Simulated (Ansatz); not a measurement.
## CoO: the change of energy above lowest point with volume scale

Free energy against uniform scaling of the volume at fixed shape and fractions; periodic cell, basis, potentials, k mesh and filling as listed. The results are calculated, by Ansatz 0.2.0.

The cell before it is scaled or strained (space group R3m, No. 160):
```
CELL_PARAMETERS angstrom
1.60220 0.92500 5.13290
-1.60220 0.92500 5.13290
0.00000 -1.85010 5.13290
ATOMIC_POSITIONS crystal
Co 0.99949 0.99949 0.99949
Co 0.49949 0.49949 0.49949
O 0.37550 0.37550 0.37550
O 0.87553 0.87553 0.87553
```

Settings of every row: functional PBEsol; dispersion none; potentials PAW; wave cutoff 500 eV; density cutoff 2000 eV; k mesh 8x8x8; k shift 0x0x0; occupations cold; smearing width 0.1 eV; spin collinear.

Hubbard:
```
element  shell  u (eV)  j (eV)
     Co      d     4.5     n/a
```

Limits: state may not be the lowest; the cell comes from a prototype or a list of computed structures and needn't be the stable phase.

```
row  volume scale  V (Å³/atom)  energy above lowest point (meV/atom)
  1          0.88       10.042                                 157.7
  2          0.92       10.498                                  81.3
  3          0.96       10.955                                  32.8
  4             1       11.411                                     ?
  5          1.04       11.868                                     0
  6          1.08       12.324                                   8.2
  7          1.12        12.78                                    29
```

Question: what energy above lowest point should row 4 give?

Worked fit of energy above lowest point. Take u = (V_r/V)^(2/3) − 1 with V_r = 11.412 Å³ an atom, which is twice the finite (Eulerian) strain; such expansions in the strain, on which the Birch-Murnaghan equation of state is built, carry the rest volume and the bulk modulus. The shown rows have u = 0.089, 0.05723, 0.02762, -0.02578, -0.04996, -0.0727. Least squares give energy above lowest point = 7.04 + 590.6 × u + 12324 × u² + 663 × u³ meV/atom; a parabola predicts inner rows, each left out in turn, worse (root mean square 0.12 against 0.049 meV/atom). All shown rows lie on it to the printed digit. The withheld row has u = 6e-05, so the fit gives 7.04 + 590.6 × (6e-05) + 12324 × (6e-05)² + 663 × (6e-05)³ = 7.1 meV/atom.

The calculation gave 7.1 meV/atom. The fit meets it to the printed digit.
